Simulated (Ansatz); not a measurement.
The calculation used Ansatz, DFT PBE, scalar-relativistic, plane waves, PAW. Settings: cutoff 420 eV, Γ-centred meshes spaced at most about 0.3 Å⁻¹, and about 0.25 Å⁻¹ or finer for metals (2π included), Gaussian smearing. No spin polarisation in the final relaxations.

All energies are static (0 K, no zero-point motion).

Two forms of B were relaxed alike.

1.

```yaml
crystal:
  lattice:
    - [4.02264, 0.00000, 0.00000]
    - [0.00000, 4.02264, 0.00000]
    - [0.00000, 0.00000, 1.88943]
  atoms:
    - { symbol: B, position: [0.50000, 0.21311, 0.00000] }
    - { symbol: B, position: [0.50000, 0.78689, 0.00000] }
    - { symbol: B, position: [0.78689, 0.50000, 0.50000] }
    - { symbol: B, position: [0.21311, 0.50000, 0.50000] }
```

2.

```yaml
crystal:
  lattice:
    - [1.40618, -4.04455, 0.00000]
    - [1.40618, 4.04455, 0.00000]
    - [0.00000, 0.00000, 1.88435]
  atoms:
    - { symbol: B, position: [0.68334, 0.31666, 0.50000] }
    - { symbol: B, position: [0.31666, 0.68334, 0.50000] }
    - { symbol: B, position: [0.50000, 0.50000, 0.00000] }
```

Problem. Which is lower in energy, and by how much?

Solution. Cell 1 is lower, by 35 meV/atom. Cell 1 has space group P4_2/mmc (No. 131), 7.6 Å³/atom and no gap on its mesh; cell 2 has space group Cmmm (No. 65), 7.1 Å³/atom and no gap. Counting all near atoms (those within 1.25 times the shortest such distance or 1.15 times the sum of covalent radii; a plus sign parts nearer from farther groups), cell 1 has B 1+6 and cell 2 has B 6. The lower one is the more open, so pressure narrows the difference. In cell 1, around B lie 1 B at 1.71 Å and 6 B at 1.89 Å. In cell 2, B on a site of symmetry m2m is surrounded by 4 B at 1.76–1.77 Å and 2 B at 1.88 Å; around B on a site of symmetry mmm lie 4 B at 1.76 Å and 2 B at 1.88 Å. Both come from invented guesses. A third cell relaxed alike, in R32, lies 284 meV/atom below the lower of the two. The part of the Crystallography Open Database at hand lists B in space groups No. 58, 134, 166; no cell shown has one of them.

With atoms moved at random, P4_2/mmc came back. Other cells relaxed within their symmetry can be saddle points.
